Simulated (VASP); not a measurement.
Here is a VASP 6.6.1 calculation.

The input INCAR:

```
SYSTEM = Sc
ALGO = Fast ; EDIFF = 1E-7
EDIFFG = -0.005 ; ENCUT = 600
GGA = PE ; IBRION = 2
ISIF = 3 ; ISMEAR = 0
LASPH = .TRUE. ; LCHARG = .FALSE.
LREAL = .FALSE. ; LWAVE = .FALSE.
NELM = 80 ; NSW = 90
PREC = Accurate ; SIGMA = 0.1
```

File KPOINTS:

```
k-points
0
G
  15 15 8
  0 0 0
```

Contents of POSCAR:

```
Sc
1.0
    3.2912249500      0.0000000000      0.0000000000
   -1.6456124800      2.8502844200      0.0000000000
    0.0000000000      0.0000000000      5.3325723900
Sc
2
Direct
    0.3333333300      0.6666666700      0.2500000000
    0.6666666700      0.3333333300      0.7500000000
```

Potentials or basis: VASP PAW PBE potentials, release 64 (Sc_sv).

Command:

```bash
$ cat potpaw_PBE.64/Sc_sv/POTCAR > POTCAR
$ mpirun -np 1 vasp_std > vasp.out
```

(1) What does it give for the band gap on the k mesh?

(2) Predict the space group after relaxing (to 0.05 Å).

(3) Estimate the relaxed volume.

## Answers

(1) none (metal or under the smearing width).

(2) P6_3/mmc (No. 194).

(3) 24.67 Å³/atom.
